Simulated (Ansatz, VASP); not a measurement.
# Two plane-wave programs on Fe

The input INCAR:

```
SYSTEM = Fe
PREC = Accurate
ENCUT = 520
EDIFF = 1E-6
ISMEAR = 0
SIGMA = 0.05
LREAL = .FALSE.
LASPH = .TRUE.
NELM = 150
ALGO = Fast
ISIF = 2
LWAVE = .FALSE.
LCHARG = .FALSE.
ISPIN = 2
MAGMOM = 2.5
LORBIT = 11
LMAXMIX = 4
GGA = PE
NBANDS = 14
```

Contents of KPOINTS:

```
Automatic mesh
0
G
  16 16 16
  0 0 0
```

The input POSCAR:

```
Fe
1.0
   -1.4350019627      1.4350019627      1.4350019627
    1.4350019627     -1.4350019627      1.4350019627
    1.4350019627      1.4350019627     -1.4350019627
Fe
1
Direct
    0.0000000000      0.0000000000      0.0000000000
```

Input for Ansatz:

```yaml
crystal:
  lattice:
    - [-1.4350019627, 1.4350019627, 1.4350019627]
    - [1.4350019627, -1.4350019627, 1.4350019627]
    - [1.4350019627, 1.4350019627, -1.4350019627]
  atoms:
    - { symbol: Fe, position: [0.0, 0.0, 0.0], spin: 2.5 }
basis:
  ecutwfc: 420
  ecutrho_ratio: 4
kpoints:
  mp_grid: { grid: [16, 16, 16] }
hamiltonian:
  xc: pbe
scf:
  occupations: { method: gaussian, width: 0.05 }
output:
  forces: true
  stress: true
  eigenvalues: true
  populations: true
magnetization:
  spin_polarized: true
```

Alike in both runs: task single point; functional PBE; k mesh 16 × 16 × 16; occupations gaussian, width 0.05 eV; collinear spin.

|  | VASP | Ansatz |
| --- | --- | --- |
| version | VASP 6.6.1 | Ansatz 0.2.0 |
| potentials or method | VASP PAW PBE potentials, release 64 (Fe) | scalar-relativistic, plane waves, PAW |
| plane-wave cutoff (eV) | 520 | 420 |
| valence electrons in the cell | 8 | 16 |

|  | VASP | Ansatz | Ansatz less VASP |
| --- | --- | --- | --- |
| gap on the k mesh at the Fermi level (eV) | none | none | - |
| pressure (GPa) | -6.7 | -6.5 | +0.26 |
| net moment per atom (μB) | 2.27 | 2.27 | -0.005 |
| size of the moment on the site where the two differ most (μB) | 2.28 | 2.32 | +0.042 |

Site moments also hang on the region over which each program counts them. A gap of «none» marks a metal or a gap that the smearing closes. With one functional, cell and mesh, what is left measures potentials, basis and numerics. The two sets of potentials don't hold the same shells in valence.
